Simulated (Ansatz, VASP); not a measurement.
This is a calculation of NiO for Ansatz 0.2.0. 

Contents of input.yaml:

```yaml
crystal:
  lattice:
    - [0.0, 2.0859016414, 2.0859016414]
    - [2.0859016414, 0.0, 2.0859016414]
    - [2.0859016414, 2.0859016414, 0.0]
  atoms:
    - { symbol: Ni, position: [0.0, 0.0, 0.0], spin: 1.0 }
    - { symbol: O, position: [0.5, 0.5, 0.5] }
hamiltonian:
  xc: rpbe
  pseudopotentials: { kind: paw }
  dispersion: d4
magnetization:
  spin_polarized: true
kpoints:
  mp_grid: { grid: [11, 11, 11] }
scf:
  occupations: { method: fermi_dirac, width: 0.05 }
output:
  forces: true
  stress: true
relax:
  f_tol: 0.01
  max_steps: 40
  cell: { stress_tol: 0.05 }
```

Potentials or basis: Ansatz PAW.

Run with:

```sh
$ ansatz run input.yaml --threads 2 --pin off --max-ram 5632MiB --backend cpu --events-out ev --progress --plain --runs-dir out
```

Task: What does the same run look like in VASP 6.6.1? Potentials or basis there: PBE PAW files Ni, O, 600 eV.

Result: As run (cutoffs and basis follow the program's own potentials, and thresholds, step limits or extra output files can differ):

File INCAR:

```
SYSTEM = NiO
  ALGO = Normal
  EDIFF = 1E-6
  EDIFFG = -0.01
  ENCUT = 600
  GGA = RP
  IBRION = 2
  ISIF = 3
  ISMEAR = -1
  ISPIN = 2
  IVDW = 13
  LASPH = .True.
  LCHARG = .False.
  LMAXMIX = 4
  LORBIT = 11
  LREAL = .False.
  LWAVE = .False.
  MAGMOM = 1 0
  NELM = 100
  NSW = 60
  PREC = Accurate
  SIGMA = 0.05
```

KPOINTS

```
k-points
0
Gamma
  11 11 11
  0 0 0
```

POSCAR

```
NiO
1.0
    0.0000000000      2.0859016414      2.0859016414
    2.0859016414      0.0000000000      2.0859016414
    2.0859016414      2.0859016414      0.0000000000
Ni O
1 1
Direct
    0.0000000000      0.0000000000      0.0000000000
    0.5000000000      0.5000000000      0.5000000000
```

Potentials or basis: VASP PAW PBE potentials, release 64 (Ni, O).

Launch:

```bash
$ cat potpaw_PBE.64/Ni/POTCAR potpaw_PBE.64/O/POTCAR > POTCAR
$ mpirun -np 1 vasp_std > vasp.out
```

Both were run:

|  | Ansatz | VASP |
| --- | --- | --- |
| Relaxed volume | 9.43 Å³/atom | 9.43 Å³/atom |
| Relaxed cell | a = 2.988 Å, b = 2.988 Å, c = 2.988 Å, α = 60.00°, β = 60.00°, γ = 60.00° | a = 2.988 Å, b = 2.988 Å, c = 2.988 Å, α = 60.00°, β = 60.00°, γ = 60.00° |
| Space group after relaxing | Fm-3m (No. 225) | Fm-3m (No. 225) |
| Pressure after relaxing | 0.0 GPa | 0.2 GPa |
| Net moment | 1.89 μB per cell | 1.87 μB per cell |

Ansatz's pressure holds a Pulay term of +0.68 GPa for its cutoff of 420 eV, which the other run lacks.

The potentials hold 24 and 16 valence electrons a cell.

Ansatz's potentials were made for PBE. VASP's potentials were made for PBE.

Where Ansatz's input types no cutoff or centring, it takes its own default and a Γ-centred mesh.

The magnetic state is the one that the start led to; the real crystal's order can differ.

Pressure is positive in compression.
